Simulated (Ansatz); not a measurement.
# Stiffness of Al2Pt from strained cells

```
CELL_PARAMETERS angstrom
0.00000 2.95500 2.95500
2.95500 0.00000 2.95500
2.95500 2.95500 0.00000
ATOMIC_POSITIONS crystal
Al 0.25000 0.25000 0.25000
Al 0.75000 0.75000 0.75000
Pt 0.00000 0.00000 0.00000
```

Atom numbers follow the list: Al1, Al2, Pt3.

The geometry is COD entry 9009032, unchecked; take it as a test cell.

No spin–orbit coupling, which matters for the heavy atoms here.

Level of theory: Ansatz 0.2.0, DFT, LDA, all-electron LAPW, scalar-relativistic.

Sampling and basis: a Γ-centred 12×12×12 k mesh, Fermi–Dirac smearing of 0.08 eV, basis error target 1 meV/atom, no spin polarisation.

The unstrained cell is at -3.92 GPa. Large strains and very small stresses are left out. Each strain is applied once, with fractional coordinates held (clamped ions), and σ below is the change of stress, positive in tension. One finite strain gives stress–strain coefficients at this pressure with an error of the order of the strain times third-order constants, a few per cent for each per cent of strain. In a metal the k mesh adds noise of tens of per cent to soft shears.

(1) Estimate the stiffness probed by this change, and the stress that it gives: equal xy, yz and zx engineering shear strains of -1 %.

(2) With equal xy, yz and zx engineering shear strains of +1 %, the run gives σxy = 0.80 GPa and γxy = 2εxy = 0.0100. Which stiffness follows?

(3) The two estimates of C44 (clamped ions) differ. Why, and which value is best?

Results:

(1) σxy = -0.88 GPa and γxy = 2εxy = -0.0100, so C44 (clamped ions) = σxy/γxy = 88 GPa.

(2) C44 (clamped ions) = σxy/γxy = 80 GPa.

(3) Finite strains add third-order terms, and in a metal the k mesh adds noise; two strains on one mesh can't tell these apart, so neither value is shown to be the better.
